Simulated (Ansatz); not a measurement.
Runs of Ansatz 0.2.0 on Au. The structure is hexagonal, space group P6_3/mmc (No. 194). Conventional cell: a = 2.900 Å, b = 2.900 Å, c = 4.880 Å, α = 90.00°, β = 90.00°, γ = 120.00°. Au (site symmetry -6m2) is surrounded by 12 Au at 2.90 to 2.96 Å. This isn't the form of Au at room conditions, which is fcc.

```csv
task,level,spin,cell,k mesh,cutoff (eV),points for each segment of the path,gap on the mesh (eV),pressure (GPa),relaxed volume (Å³/atom)
single point,PBE0,"SOC, no magnetisation",as given,5 × 5 × 3,420,-,none,(b),-
relaxation of cell and atoms,PBEsol0,off,relaxed,6 × 6 × 3,420,-,none,0.0,17.04
relaxation of cell and atoms,HSEsol,off,relaxed,6 × 6 × 3,420,-,none,0.0,17.08
single point,PBE0,off,as given,6 × 6 × 3,420,-,none,(a),-
relaxation of cell and atoms,PBE0,off,relaxed,6 × 6 × 3,420,-,none,0.0,17.96
relaxation of cell and atoms,HSE06,off,relaxed,6 × 6 × 3,420,-,none,0.0,(c)
single point,r2SCANh,off,as given,6 × 6 × 3,500,-,none,-0.4,-
band structure,HSE03,off,as given,6 × 6 × 3,420,4,none,0.4,-
```

Alike in all rows: potentials or basis Ansatz PAW; smearing fermi-dirac 0.05 eV; the mesh is coarse, so values aren't converged.

Task: Estimate the missing entries.

Result: (a) 0.7; (b) -3.1; (c) 17.87.

Caveats: all runs use coarse meshes; the PAW data sets come from PBE, with cores solved anew for the run's functional, which leaves a small shift of forces and pressure; the thresholds are loose for stress (some runs); the plane-wave basis is chosen anew once the cell has moved, so the energies of steps on either side of that aren't comparable (some runs); spin-orbit coupling is left out, which moves the levels of the heavy elements (some runs).

A k mesh can miss the band edges, and rows without SOC leave out spin-orbit coupling on Au.

A gap of «none» marks a metal or a gap under the smearing width.
